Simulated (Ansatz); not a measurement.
# A sublattice moved along a line in NaCl

The calculation used DFT PBEsol, scalar-relativistic, plane waves, PAW in Ansatz. The runs took a 420 eV cutoff, a Γ-centred 8×8×8 mesh and Gaussian smearing (0.05 eV). No spin polarisation. Energies are free energies at this smearing, counted from the undisturbed cell; pressure is positive in compression.

The undisturbed cell (as given, not relaxed at this level; it stands at -0.8 GPa):

```
Na Cl
1.0
     0.00000    2.83175    2.83175
     2.83175    0.00000    2.83175
     2.83175    2.83175    0.00000
Na Cl
1 1
Direct
  0.00000 0.00000 0.00000
  0.50000 0.50000 0.50000
```

Every Cl atom is moved by x along the Cartesian unit vector (0.707, -0.707, 0.000); the cell and all other atoms stay fixed.

| x (Å) | ΔE (meV/cell) | force along x on the moved atoms (eV/Å) | pressure (GPa) | gap on the mesh (eV) |
| --- | --- | --- | --- | --- |
| -0.5000 | 170.7 | 0.76 | 1.8 | 4.92 |
| -0.2500 | 38.8 | 0.32 | -0.2 | 4.90 |
| 0.0000 | 0.0 | 0.00 | -0.8 | 4.89 |
| 0.0625 | 2.3 | -0.08 | -0.7 | 4.89 |
| 0.1250 | 9.4 | -0.15 | -0.6 | 4.89 |
| 0.1875 | 21.5 | -0.23 | -0.4 | 4.90 |
| 0.3125 | 61.8 | -0.42 | 0.2 | 4.90 |
| 0.3750 | 91.0 | -0.52 | 0.7 | 4.91 |
| 0.4375 | 127.1 | -0.64 | 1.2 | 4.91 |

By symmetry 0.5000 repeats -0.5000, -0.3750 repeats 0.3750, 0.2500 repeats -0.2500, -0.1250 repeats 0.1250 in energy, with the opposite slope along the path.